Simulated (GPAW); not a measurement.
# HfC (Fm-3m) in GPAW: settings compared

One crystal, HfC, is run at these levels: PBE, PBEsol+U, r2SCAN; tasks: single point.

All numbers are computed with GPAW 26.7.0; they aren't measurements. Logs are shortened: lines on timing, memory, paths and dates and some standing lists are left out, and cuts for length are marked. The log counts tension as positive stress, the text compression.

### Step 1. The structure

Symmetry: Fm-3m, No. 225, cubic system. Conventional cell: a = 4.650 Å, b = 4.650 Å, c = 4.650 Å, α = 90.00°, β = 90.00°, γ = 90.00°. Around Hf (site symmetry m-3m) lie 6 C at 2.33 Å. C (site symmetry m-3m) is surrounded by 6 Hf at 2.33 Å.

### Step 2. Single point, PBE

File run.py:

```python
from ase import Atoms
from ase.dft.bandgap import bandgap
from ase.io import write
from ase.units import GPa
from gpaw import GPAW, PW

atoms = Atoms(['Hf', 'C'],
              cell=[[0.0, 2.325, 2.325],
                    [2.325, 0.0, 2.325],
                    [2.325, 2.325, 0.0]],
              scaled_positions=[[0.5, 0.5, 0.5],
                                [0.0, 0.0, 0.0]],
              pbc=True)

calc = GPAW(mode=PW(650),
            xc='PBE',
            kpts={'size': (8, 8, 8), 'gamma': True},
            occupations={'name': 'fermi-dirac', 'width': 0.05},
            nbands=18,
            maxiter=120,
            txt='gpaw.txt')
atoms.calc = calc
energy = atoms.get_potential_energy()
forces = atoms.get_forces()
stress = atoms.get_stress()
calc.write('gs.gpw')
write('result.traj', atoms)
print(f'Energy: {energy:.6f} eV')
print('Forces (eV/A):')
print(forces.round(4))
print('Stress (GPa):', (stress / GPa).round(3))
print('Fermi level:', round(calc.get_fermi_level(), 4), 'eV')
print(f'Gap: {bandgap(calc)[0]:.4f} eV, direct: {bandgap(calc, direct=True)[0]:.4f} eV')
```

Potentials or basis: GPAW PAW data sets (gpaw-data 1.2.1), pw.

The run is started by

```bash
> OMP_NUM_THREADS=1 python run.py
```

gpaw.txt:

```text
__  _  _
 | _ |_)|_||  |
 |__||  | ||/\| - 26.7.0

Input parameters:
  mode=PW(ecut=650.0),
  kpts=MonkhorstPack(size=(8, 8, 8), gamma=True),
  maxiter=120,
  nbands=18,
  occupations=Occupations(name='fermi-dirac', width=0.05),
  xc=XC(name='PBE')

Diagonalizing LCAO Hamiltonian
Converting LCAO to pw mode

               Hf

       C

Atoms  # Å, Bohr magnetons
|   | symbol |        x |        y |        z |    initial magnetic moments |
|---|--------|----------|----------|----------|-----------------------------|
| 0 |     Hf | 2.325000 | 2.325000 | 2.325000 | ( 0.0000,  0.0000,  0.0000) |
| 1 |      C | 0.000000 | 0.000000 | 0.000000 | ( 0.0000,  0.0000,  0.0000) |

Unit cell  # Å
| periodic |        x |        y |        z |  lengths |    angles |
|----------|----------|----------|----------|----------|-----------|
|      yes | 0.000000 | 2.325000 | 2.325000 | 3.288047 | 60.000000 |
|      yes | 2.325000 | 0.000000 | 2.325000 | 3.288047 | 60.000000 |
|      yes | 2.325000 | 2.325000 | 0.000000 | 3.288047 | 60.000000 |

Number of symmetries: 48
Symmetry operations  # r_c * U_cc + t_c -> r_c
|    | kind |            matrix            |
|----|------|------------------------------|
|  0 |  σ   |  1, 0, 0,  1, 0,-1,  1,-1, 0 |
|  1 |  C2  |  1, 0, 0,  1,-1, 0,  1, 0,-1 |
|  2 |  E   |  1, 0, 0,  0, 1, 0,  0, 0, 1 |
|  3 |  σ   |  1, 0, 0,  0, 0, 1,  0, 1, 0 |
|  4 |  C4  |  1, 0,-1,  1, 0, 0,  1,-1, 0 |
|  5 |  S6  |  1, 0,-1,  1,-1, 0,  1, 0, 0 |
|  6 |  σ   |  1, 0,-1,  0, 1,-1,  0, 0,-1 |
|  7 |  C3  |  1, 0,-1,  0, 0,-1,  0, 1,-1 |
|  8 |  S6  |  1,-1, 0,  1, 0, 0,  1, 0,-1 |
|  9 |  C4  |  1,-1, 0,  1, 0,-1,  1, 0, 0 |
| 10 |  C3  |  1,-1, 0,  0,-1, 1,  0,-1, 0 |
| 11 |  σ   |  1,-1, 0,  0,-1, 0,  0,-1, 1 |
| 12 |  σ   |  0, 1, 0,  1, 0, 0,  0, 0, 1 |
| 13 |  C4  |  0, 1, 0,  0, 1,-1, -1, 1, 0 |
| 14 |  C3  |  0, 1, 0,  0, 0, 1,  1, 0, 0 |
| 15 |  S6  |  0, 1, 0, -1, 1, 0,  0, 1,-1 |
| 16 |  C2  |  0, 1,-1,  1, 0,-1,  0, 0,-1 |
| 17 |  σ   |  0, 1,-1,  0, 1, 0, -1, 1, 0 |
| 18 |  S4  |  0, 1,-1,  0, 0,-1,  1, 0,-1 |
| 19 |  C4  |  0, 1,-1, -1, 1, 0,  0, 1, 0 |
| 20 |  C3  |  0, 0, 1,  1, 0, 0,  0, 1, 0 |
| 21 |  σ   |  0, 0, 1,  0, 1, 0,  1, 0, 0 |
| 22 |  S6  |  0, 0, 1,  0,-1, 1, -1, 0, 1 |
| 23 |  C4  |  0, 0, 1, -1, 0, 1,  0,-1, 1 |
| 24 |  S4  |  0, 0,-1,  1, 0,-1,  0, 1,-1 |
| 25 |  C3  |  0, 0,-1,  0, 1,-1,  1, 0,-1 |
| 26 |  C2  |  0, 0,-1,  0,-1, 0, -1, 0, 0 |
| 27 |  S6  |  0, 0,-1, -1, 0, 0,  0,-1, 0 |
| 28 |  S4  |  0,-1, 1,  1,-1, 0,  0,-1, 0 |
| 29 |  C4  |  0,-1, 1,  0, 0, 1, -1, 0, 1 |
| 30 |  C2  |  0,-1, 1,  0,-1, 0,  1,-1, 0 |
| 31 |  σ   |  0,-1, 1, -1, 0, 1,  0, 0, 1 |
| 32 |  C3  |  0,-1, 0,  1,-1, 0,  0,-1, 1 |
| 33 |  S6  |  0,-1, 0,  0, 0,-1, -1, 0, 0 |
| 34 |  S4  |  0,-1, 0,  0,-1, 1,  1,-1, 0 |
| 35 |  C2  |  0,-1, 0, -1, 0, 0,  0, 0,-1 |
| 36 |  C2  | -1, 1, 0,  0, 1, 0,  0, 1,-1 |
| 37 |  S6  | -1, 1, 0,  0, 1,-1,  0, 1, 0 |
| 38 |  S4  | -1, 1, 0, -1, 0, 1, -1, 0, 0 |
| 39 |  C3  | -1, 1, 0, -1, 0, 0, -1, 0, 1 |
| 40 |  S6  | -1, 0, 1,  0, 0, 1,  0,-1, 1 |
| 41 |  C2  | -1, 0, 1,  0,-1, 1,  0, 0, 1 |
| 42 |  C3  | -1, 0, 1, -1, 1, 0, -1, 0, 0 |
| 43 |  S4  | -1, 0, 1, -1, 0, 0, -1, 1, 0 |
| 44 |  C2  | -1, 0, 0,  0, 0,-1,  0,-1, 0 |
| 45 |  i   | -1, 0, 0,  0,-1, 0,  0, 0,-1 |
| 46 |  σ   | -1, 0, 0, -1, 1, 0, -1, 0, 1 |
| 47 |  C2  | -1, 0, 0, -1, 0, 1, -1, 1, 0 |

BZ-sampling:
  Number of BZ points: 512
  Number of IBZ points: 29

  Monkhorst-Pack size: [8, 8, 8]
  Monkhorst-Pack shift: [0.0625, 0.0625, 0.0625]

K-points  # in reciprocal-cell coordinates
|     |                                coordinates |     weight |
|-----|--------------------------------------------|------------|
|   0 | (  0.00000000,   0.00000000,   0.00000000) | 0.00195312 |
|   1 | (  0.12500000,   0.12500000,   0.00000000) | 0.01171875 |
|   2 | (  0.12500000,   0.12500000,   0.12500000) | 0.01562500 |
|   3 | (  0.25000000,   0.12500000,   0.12500000) | 0.02343750 |
|   4 | (  0.25000000,   0.25000000,   0.00000000) | 0.01171875 |
|   5 | (  0.25000000,   0.25000000,   0.12500000) | 0.04687500 |
|   6 | (  0.25000000,   0.25000000,   0.25000000) | 0.01562500 |
|   7 | (  0.37500000,   0.25000000,  -0.37500000) | 0.04687500 |
|   8 | (  0.37500000,   0.25000000,   0.12500000) | 0.04687500 |
|   9 | (  0.37500000,   0.25000000,   0.25000000) | 0.04687500 |
| ... |                                            |            |
|  28 | (  0.50000000,   0.50000000,   0.50000000) | 0.00781250 |

Plane wave coefficients: 960
Cutoff: 650.0 eV

Spin-components: 1 (collinear spins)
Bands:           18
Projectors:      11
Spin-degeneracy: 2
Datatype:        complex128

Parallelization:
  kpt:    1
  domain: 1
  band:   1

Density:
  Valence electrons: 16.0
  Components: 1
  Grid points: [20 20 20]
  Charge: 0.0  # |e|

Potential:
  Grid points: [20 20 20]

species:
  Hf:
    name:    Hafnium
    Z:       72.0
    valence: 12
    core:    60
    charge:  0.0  # [|e|]
    compensation charges:
      type: gauss
      rc: 0.41  # [Å]
      lmax: 2
    cutoffs:
      filter: 2.36  # [Å]
      core: 4.02  # [Å]
    projectors
    | kind |    occ | energy [eV] | rcut [Å] |
    |------|--------|-------------|----------|
    |   5s |  2.000 |     -66.831 |    1.397 |
    |   6s |  2.000 |      -5.097 |    1.397 |
    |   5p |  6.000 |     -35.599 |    1.307 |
    |   6p |  0.000 |      -1.401 |    1.307 |
    |   5d |  2.000 |      -2.699 |    1.334 |
    |    d |        |      24.513 |    1.334 |

    Using partial waves for Hf as LCAO basis

  C:
    name:    Carbon
    Z:       6.0
    valence: 4
    core:    2
    charge:  0.0  # [|e|]
    compensation charges:
      type: gauss
      rc: 0.20  # [Å]
      lmax: 2
    cutoffs:
      filter: 1.14  # [Å]
      core: 1.14  # [Å]
    projectors
    | kind |    occ | energy [eV] | rcut [Å] |
    |------|--------|-------------|----------|
    |   2s |  2.000 |     -13.751 |    0.635 |
    |   2p |  2.000 |      -5.284 |    0.635 |
    |    s |        |      13.461 |    0.635 |
    |    p |        |      21.927 |    0.635 |
    |    d |        |       0.000 |    0.635 |

    Using partial waves for C as LCAO basis

Reference energy: -410913.743391  # eV

eigensolver:
  PPCG
  Converge bands: occupied
  niter=2

density mixing:
  MSR1-Mixer
  Pratt-step length: 0.05
  Maximum mixing coefficient: 0.75
  Old densities: 10
  SVD Regularization: 0.005
  Good broyden scale: 1.0
  Trust region scale: 1.0
  Backstep threshold: 4.0
  History deletion threshold: 6.0
  Fourier metric: weight=20.0, sigma=0.015

occupation numbers:
  Fermi-Dirac:
    width: 0.0500  # eV

poisson solver:
  ecut: 5200.0  # eV

xc functional:
  name: PBE with 2 nearest neighbor stencil

convergence criteria:
- Maximum [total energy] change in last 3 cyles: 0.0005 eV / valence electron
- Maximum integral of absolute [dens]ity change: 0.0001 electrons / valence electron
- Maximum integral of absolute [eigenst]ate change: 4e-08 eV^2 / valence electron
maximum number of iterations: 120

SCF iterations
|iter     | |      energy | eigst |  dens |
|---------|-|-------------|-------|-------|
|iter:   1| |  -20.460605 | -0.37 |       |
|iter:   2| |  -19.866828 | -2.59 | -0.80 |
|iter:   3| |  -18.549043 | -1.58 | -0.87 |
|iter:   4| |  -18.563835 | -3.28 | -1.59 |
|iter:   5| |  -18.574674 | -3.28 | -1.80 |
|iter:   6| |  -18.574636 | -5.32 | -3.06 |
|iter:   7| |  -18.574636c| -6.60 | -3.63 |
|iter:   8| |  -18.574637c| -7.41c| -4.13c|

Converged in 8 steps
Energy contributions relative to reference atoms: (reference = -410913.743391)

Energy contributions:
  Kinetic:          20.443073
  Coulomb:         -21.116472
  Zero:             -0.384773
  External:          0.000000
  Xc:              -17.515235
  Entropy:          -0.002459
  Spinorbit:         0.000000
  ----------------------------
  Free energy:     -18.575866
  Extrapolated:    -18.574637

dipole moment: (-9.239753, -9.239753, -9.239753)  # |e|*Ang

Fermi level: 10.917
Eigenvalues  # (at kpt = [0.000, 0.000, 0.000])
| band index |      eig [eV] | occ [0-2] |
|------------|---------------|-----------|
|          0 |       -49.969 |     2.000 |
|          1 |       -18.620 |     2.000 |
|          2 |       -18.620 |     2.000 |
|          3 |       -18.620 |     2.000 |
|          4 |        -1.301 |     2.000 |
|          5 |        12.013 |     0.000 |
|          6 |        12.013 |     0.000 |
|          7 |        12.013 |     0.000 |
|          8 |        12.377 |     0.000 |
|          9 |        12.377 |     0.000 |
|         10 |        12.377 |     0.000 |
|         11 |        14.376 |     0.000 |
|         12 |        14.376 |     0.000 |
|        ... |               |           |
|         17 |        35.278 |     0.000 |

No gap
No difference between direct/indirect transitions

Forces  # eV/Ang
|        x |       y |       z |
|----------|---------|---------|
|  0.00000 | 0.00000 | 0.00000 |  # Hf   0
| -0.00000 | 0.00000 | 0.00000 |  # C    1

Stress tensor  # eV/Ang^3
|         x |         y |         z |
|-----------|-----------|-----------|
| -0.008746 |  0.000000 |  0.000000 |
|  0.000000 | -0.008746 |  0.000000 |
|  0.000000 |  0.000000 | -0.008746 |

# Writing to gs.gpw (mode='')
```

It took 7.4 s on 1 thread of Arm Neoverse V2, shared host; peak memory 0.14 GiB.

What came out:

```
Free energy            : -18.5759 eV
Pressure               : 1.4 GPa
Band gap on the k mesh : none (metal or under the smearing width)
```

Caveat: the cutoff is short for stress and forces, so pressures can be off by a GPa or more. The run has no spin-orbit coupling, so splittings on Hf are missing.

[end of part 1 of 2]
